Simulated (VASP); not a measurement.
# Mg3Sb2 (P-3m1) in VASP: single point with r2SCAN

Aim: the single point of Mg3Sb2 with r2SCAN.

All numbers are computed with VASP 6.6.1; they aren't measurements. Logs are shortened: lines on timing, memory, paths and dates and some standing lists are left out, and cuts for length are marked.

### Step 1. The cell of the first run

It takes space group P-3m1 (No. 164, trigonal). The conventional cell has a = 4.568 Å, b = 4.568 Å, c = 7.246 Å, α = 90.00°, β = 90.00°, γ = 120.00°. Around Mg (site symmetry 3m) lie 4 Sb at 2.82 to 2.93 Å. Around Mg (site symmetry -3m) lie 6 Sb at 3.11 Å. Sb (site symmetry 3m) is surrounded by 7 Mg at 2.82 to 3.11 Å.

### Step 2. Single point, r2SCAN (relaxed again under DFT r2SCAN, scalar-relativistic, plane waves, PAW)

Input file POSCAR:

```
Mg3Sb2
1.0
    4.5677912521      0.0000000000      0.0000000000
   -2.2838956261      3.9558232635      0.0000000000
    0.0000000000      0.0000000000      7.2460629415
Mg Sb
3 2
Direct
    0.3333333333      0.6666666667      0.6335162061
    0.6666666667      0.3333333333      0.3664837939
    0.0000000000      0.0000000000      0.0000000000
    0.3333333333      0.6666666667      0.2287634376
    0.6666666667      0.3333333333      0.7712365624
```

Input file INCAR.step1:

```
SYSTEM = Mg3Sb2
ALGO     = Normal         ! electronic algorithm
EDIFF    = 1E-4           ! SCF threshold, eV
ENCUT    = 520            ! plane-wave cutoff, eV
GGA      = PE             ! functional
ISMEAR   = 0              ! smearing method
LASPH    = .True.         ! aspherical terms in the spheres
LCHARG   = .False.        ! write CHGCAR
LREAL    = .False.        ! projectors in reciprocal space
LWAVE    = .True.         ! write WAVECAR
NBANDS   = 16             ! bands
NELM     = 100            ! most SCF steps
PREC     = Accurate       ! precision mode
SIGMA    = 0.01           ! smearing width, eV
```

Input file INCAR.step2:

```
SYSTEM = Mg3Sb2
ALGO     = Normal         ! electronic algorithm
EDIFF    = 1E-7           ! SCF threshold, eV
ENCUT    = 520            ! plane-wave cutoff, eV
ISIF     = 2              ! what is computed and relaxed
ISMEAR   = 0              ! smearing method
ISTART   = 1            
LASPH    = .True.         ! aspherical terms in the spheres
LCHARG   = .False.        ! write CHGCAR
LMIXTAU  = .True.       
LREAL    = .False.        ! projectors in reciprocal space
LWAVE    = .False.        ! write WAVECAR
METAGGA  = R2SCAN         ! meta-GGA
NBANDS   = 16             ! bands
NELM     = 100            ! most SCF steps
PREC     = Accurate       ! precision mode
SIGMA    = 0.01           ! smearing width, eV
```

Input file KPOINTS:

```
k-points
0
Gamma
  9 9 6
  0 0 0
```

Potentials or basis: VASP PAW PBE potentials, release 64 (Mg, Sb).

The run is started by

```console
$ cat potpaw_PBE.64/Mg/POTCAR potpaw_PBE.64/Sb/POTCAR > POTCAR
$ cp INCAR.step1 INCAR
$ mpirun -np 1 vasp_std > vasp.out
$ cp INCAR.step2 INCAR
$ mpirun -np 1 vasp_std > vasp.out
```

OUTCAR:

```text
SYSTEM = Mg3Sb2
   EDIFF = 1E-7
   ENCUT = 520
   ISIF = 2
   ISMEAR = 0
   ISTART = 1
   LASPH = .True.
   LREAL = .False.
   METAGGA = R2SCAN
   NELM = 100
   PREC = Accurate

 ion  position               nearest neighbor table
   1  0.333  0.667  0.634-   5 2.82   5 2.82   5 2.82   4 2.93   2 3.27   2 3.27   2 3.27
   2  0.667  0.333  0.366-   4 2.82   4 2.82   4 2.82   5 2.93   1 3.27   1 3.27   1 3.27
   3  0.000  0.000  0.000-   4 3.11   5 3.11   5 3.11   4 3.11   5 3.11   4 3.11
   4  0.333  0.667  0.229-   2 2.82   2 2.82   2 2.82   1 2.93   3 3.11   3 3.11   3 3.11
   5  0.667  0.333  0.771-   1 2.82   1 2.82   1 2.82   2 2.93   3 3.11   3 3.11   3 3.11

  LATTYP: Found a hexagonal cell.
 ALAT       =     4.5677912521
 C/A-ratio  =     1.5863384602

  Lattice vectors:

 A1 = (   4.5677912521,   0.0000000000,   0.0000000000)
 A2 = (  -2.2838956261,   3.9558232635,   0.0000000000)
 A3 = (   0.0000000000,   0.0000000000,   7.2460629415)

Analysis of symmetry for initial positions (statically):
=====================================================================
 Subroutine PRICEL returns:
 Original cell was already a primitive cell.

 Routine SETGRP: Setting up the symmetry group for a
 hexagonal supercell.

 Subroutine GETGRP returns: Found 12 space group operations
 (whereof 12 operations were pure point group operations)
 out of a pool of 24 trial point group operations.

The static configuration has the point symmetry D_3d.

Analysis of symmetry for dynamics (positions and initial velocities):
=====================================================================
 Subroutine PRICEL returns:
 Original cell was already a primitive cell.

 Routine SETGRP: Setting up the symmetry group for a
 hexagonal supercell.

 Subroutine GETGRP returns: Found 12 space group operations
 (whereof 12 operations were pure point group operations)
 out of a pool of 24 trial point group operations.

The dynamic configuration has the point symmetry D_3d.

 Subroutine INISYM returns: Found 12 space group operations
 (whereof 12 operations are pure point group operations),
 and found     1 'primitive' translations

----------------------------------------------------------------------------------------

                                     Primitive cell

  volume of cell :     130.9318

  direct lattice vectors                    reciprocal lattice vectors
     4.567791252  0.000000000  0.000000000     0.218924190  0.126395940  0.000000000
    -2.283895626  3.955823264  0.000000000     0.000000000  0.252791880  0.000000000
     0.000000000  0.000000000  7.246062941     0.000000000  0.000000000  0.138005978

  length of vectors
     4.567791252  4.567791252  7.246062941     0.252791880  0.252791880  0.138005978

  position of ions in fractional coordinates (direct lattice)
     0.333333333  0.666666667  0.633516206
     0.666666667  0.333333333  0.366483794
     0.000000000  0.000000000  0.000000000
     0.333333333  0.666666667  0.228763438
     0.666666667  0.333333333  0.771236562

  ion indices of the primitive-cell ions
   primitive index   ion index
                 1           1
                 2           2
                 3           3
                 4           4
                 5           5

----------------------------------------------------------------------------------------

 KPOINTS: k-points

Automatic generation of k-mesh.
 Grid dimensions read from file:
 generate k-points for:    9    9    6

 Generating k-lattice:

  Cartesian coordinates                     Fractional coordinates (reciprocal lattice)
     0.024324910  0.014043993  0.000000000     0.111111111  0.000000000  0.000000000
     0.000000000  0.028087987  0.000000000     0.000000000  0.111111111  0.000000000
     0.000000000  0.000000000  0.023000996     0.000000000  0.000000000  0.166666667

  Length of vectors
     0.028087987  0.028087987  0.023000996

  Shift w.r.t. Gamma in fractional coordinates (k-lattice)
     0.000000000  0.000000000  0.000000000

 Subroutine IBZKPT returns following result:
 ===========================================

 Found     62 irreducible k-points:

 Following reciprocal coordinates:
            Coordinates               Weight
  0.000000  0.000000  0.000000      1.000000
  0.111111 -0.000000  0.000000      6.000000
  0.222222 -0.000000  0.000000      6.000000
  0.333333 -0.000000  0.000000      6.000000
  0.444444 -0.000000  0.000000      6.000000
  0.111111  0.111111  0.000000      6.000000
[... 16 lines left out ...]
  0.222222  0.111111  0.166667     12.000000
 -0.111111  0.333333  0.166667     12.000000
 [... further k-points ...]
   k-points           NKPTS =     62   k-points in BZ     NKDIM =     62   number of bands    NBANDS=     16
   number of dos      NEDOS =    301   number of ions     NIONS =      5
   total plane-waves  NPLWV =  69984
   dimension x,y,z NGX =    36 NGY =   36 NGZ =   54
   dimension x,y,z NGXF=    72 NGYF=   72 NGZF=  108
   ions per type =               3   2
   NGX,Y,Z   is equivalent  to a cutoff of  13.10, 13.10, 12.39 a.u.
   NGXF,Y,Z  is equivalent  to a cutoff of  26.20, 26.20, 24.78 a.u.
 SYSTEM =  Mg3Sb2
   PREC   = accura    normal or accurate (medium, high low for compatibility)
   ISTART =      1    job   : 0-new  1-cont  2-samecut
   ICHARG =      0    charge: 1-file 2-atom 10-const
   ISPIN  =      1    spin polarized calculation?
   LNONCOLLINEAR =      F non collinear calculations
   LSORBIT =      F    spin-orbit coupling
   LASPH  =      T    aspherical Exc in radial PAW
   ENCUT  =  520.0 eV  38.22 Ry    6.18 a.u.   8.49  8.49 13.47*2*pi/ulx,y,z
   NELM   =    100;   NELMIN=  2; NELMDL=  0     # of ELM steps
   EDIFF  = 0.1E-06   stopping-criterion for ELM
   LREAL  =      F    real-space projection
   EDIFFG = 0.1E-05   stopping-criterion for IOM
   NSW    =      0    number of steps for IOM
   IBRION =     -1    ionic relax: 0-MD 1-quasi-New 2-CG
   NFREE  =      0    steps in history (QN), initial steepest desc. (CG)
   ISIF   =      2    stress and relaxation
   ISYM   =      2    0-nonsym 1-usesym 2-fastsym
   POTIM  = 0.5000    time-step for ionic-motion
   TEBEG  =    0.0;   TEEND  =   0.0 temperature during run
   PSTRESS=    0.0 pullay stress
   NELECT =      16.0000    total number of electrons
   NUPDOWN=      -1.0000    fix difference up-down
   EMIN   =  10.00;   EMAX   =-10.00  energy-range for DOS
   EFERMI =   0.00;   METHOD = LEGACY
   ISMEAR =     0;   SIGMA  =   0.01  broadening in eV -4-tet -1-fermi 0-gaus
   EFERMI_NEDOS =   21; number of points for ismear=-14 and -15
   IALGO  =     38    algorithm
   IMIX   =      4    mixing-type and parameters
     AMIX     =   0.40;   BMIX     =  1.00
     AMIX_MAG =   1.60;   BMIX_MAG =  1.00
  volume/ion in A,a.u.               =      26.19       176.71
  Fermi-wavevector in a.u.,A,eV,Ry     =   0.812393  1.535201  8.979616  0.659983
  Thomas-Fermi vector in A             =   1.921928
   LORBIT       =      0    0 simple, 1 ext, 2 COOP (PROOUT), +10 PAW based schemes
   METAGGA = R2SCAN    functional components
   LHFCALC =     F    Hartree Fock is set to
   AEXX    =    0.0000 exact exchange contribution
   IVDW    =     0    specifies the selected vdW correction
   LEPSILON=     F    determine dielectric tensor
   LRPA    =     F    only Hartree local field effects (RPA)
 non-spin polarized calculation
 Gauss-broadening in eV      SIGMA  =   0.01
  energy-cutoff  :      520.00
  volume of cell :      130.93
 maximum number of plane-waves:      3590
 NGX is ok and might be reduce to    36
   NGX = 17   NGY = 17   NGZ = 27

 number of electron      15.9999999 magnetization

 Free energy of the ion-electron system (eV)
  ---------------------------------------------------
  ext. energy  EPLUGINS =         0.00000000
  ---------------------------------------------------
  free energy    TOTEN  =       -66.26107386 eV

  energy without entropy =      -66.26107386  energy(sigma->0) =      -66.26107386

 E-fermi :   4.4466     XC(G=0):  -9.1785

 val. band max:        4.3494590892   @ k =   0.0000   0.0000   0.0000
 cond. band min:       4.9190007396   @ k =   0.3333   0.3333   0.0000
 fundamental gap:      0.5695416504
 Fermi energy:         4.4466305974

 k-point     1 :       0.0000    0.0000    0.0000
  band No.  band energies     occupation
      1      -6.3373      2.00000
      2      -5.0316      2.00000
      3      -0.6869      2.00000
      4       3.2027      2.00000
      5       3.2027      2.00000
      6       3.9392      2.00000
[... 8 lines left out ...]
     15       8.8086      0.00000
     16       9.7831      0.00000

 k-point     2 :       0.1111   -0.0000    0.0000
  band No.  band energies     occupation
      1      -6.2473      2.00000
      2      -4.9775      2.00000
      3      -0.5759      2.00000
      4       2.4543      2.00000
      5       2.9620      2.00000
      6       3.2592      2.00000
[... 8 lines left out ...]
     15       8.8612      0.00000
     16       9.1160      0.00000

 k-point     3 :       0.2222   -0.0000    0.0000
  band No.  band energies     occupation
      1      -5.9899      2.00000
      2      -4.8419      2.00000
      3      -0.2515      2.00000
      4       1.2312      2.00000
      5       2.1504      2.00000
      6       2.5356      2.00000
[... 8 lines left out ...]
     15       9.1691      0.00000
     16       9.7465      0.00000
[... 362 lines left out ...]
 k-point    23 :       0.2222    0.1111    0.1667
  band No.  band energies     occupation
      1      -5.6998      2.00000
      2      -4.8351      2.00000
      3       0.1348      2.00000
      4       0.8396      2.00000
      5       1.2659      2.00000
      6       2.1834      2.00000
[... 8 lines left out ...]
     15       9.8998      0.00000
     16      10.2001      0.00000

 k-point    24 :      -0.1111    0.3333    0.1667
  band No.  band energies     occupation
      1      -5.7015      2.00000
      2      -4.8313      2.00000
      3       0.0241      2.00000
      4       1.0081      2.00000
      5       1.2828      2.00000
      6       2.1750      2.00000
[... 8 lines left out ...]
     15       9.8708      0.00000
     16      10.4951      0.00000

 [... further k-points ...]

------------------------ aborting loop because EDIFF is reached ----------------------------------------

  FORCE on cell =-STRESS in cart. coord.  units (eV):
  Direction    XX          YY          ZZ          XY          YZ          ZX
  --------------------------------------------------------------------------------------
  -------------------------------------------------------------------------------------
  Total       -0.0179449     -0.0179449      0.0117567      0.0000000      0.0000000      0.0000000
  in kB       -0.2195870     -0.2195870      0.1438635      0.0000000      0.0000000      0.0000000
  external PRESSURE =      -0.0984369 kB  Pullay stress =       0.0000000 kB

 VOLUME and BASIS-vectors are now :
 -----------------------------------------------------------------------------
  energy-cutoff  :      520.00
  volume of cell :      130.93
      direct lattice vectors                 reciprocal lattice vectors
     4.567791252  0.000000000  0.000000000     0.218924190  0.126395940  0.000000000
    -2.283895626  3.955823264  0.000000000     0.000000000  0.252791880  0.000000000
     0.000000000  0.000000000  7.246062941     0.000000000  0.000000000  0.138005978

 POSITION                                       TOTAL-FORCE (eV/Angst)
 -----------------------------------------------------------------------------------
     -0.00000      2.63722      4.59050        -0.000000     -0.000000     -0.003084
      2.28390      1.31861      2.65556         0.000000      0.000000      0.003084
      0.00000      0.00000      0.00000         0.000000      0.000000     -0.000000
     -0.00000      2.63722      1.65763         0.000000     -0.000000     -0.016515
      2.28390      1.31861      5.58843         0.000000      0.000000      0.016515
 -----------------------------------------------------------------------------------
    total drift:                                0.000000     -0.000000     -0.000000

  FREE ENERGIE OF THE ION-ELECTRON SYSTEM (eV)
  ---------------------------------------------------
  free  energy   TOTEN  =       -66.2610738635 eV

  energy  without entropy=      -66.2610738635  energy(sigma->0) =      -66.26107386
```

Wall time 4.1 min (1 thread of Intel Xeon 6975P-C (Granite Rapids), shared host); peak memory 0.35 GiB.

What came out:

```yaml
Free_energy: -66.2611 eV
Pressure: 0.0 GPa
Largest_force: 0.017 eV/Å
Band_gap_on_the_k_mesh: 0.57 eV, indirect (least direct gap 1.77 eV)
```

Forces on the atoms (eV/Å):
```
Mg   0.000  0.000 -0.003
Mg   0.000  0.000  0.003
Mg   0.000  0.000  0.000
Sb   0.000  0.000 -0.017
Sb   0.000  0.000  0.017
```

Levels at points of the mesh, in eV from the valence-band top:
```tsv
k point	band 4	band 5	band 6	band 7	band 8	band 9	band 10	band 11	band 12	band 13
(0.00, 0.00, 0.00)	-1.15	-1.15	-0.41	-0.41	0.00	1.78	1.79	3.42	3.42	4.26
(0.00, 0.00, 0.50)	-3.01	-0.83	-0.83	-0.75	-0.75	2.30	2.47	3.07	3.07	3.93
```

Caveat: the PAW data sets were made with another functional, which shifts forces and pressure a little; spin-orbit coupling is left out, which moves the levels of the heavy elements; an odd mesh through Γ misses points on the zone boundary, where band edges often lie.
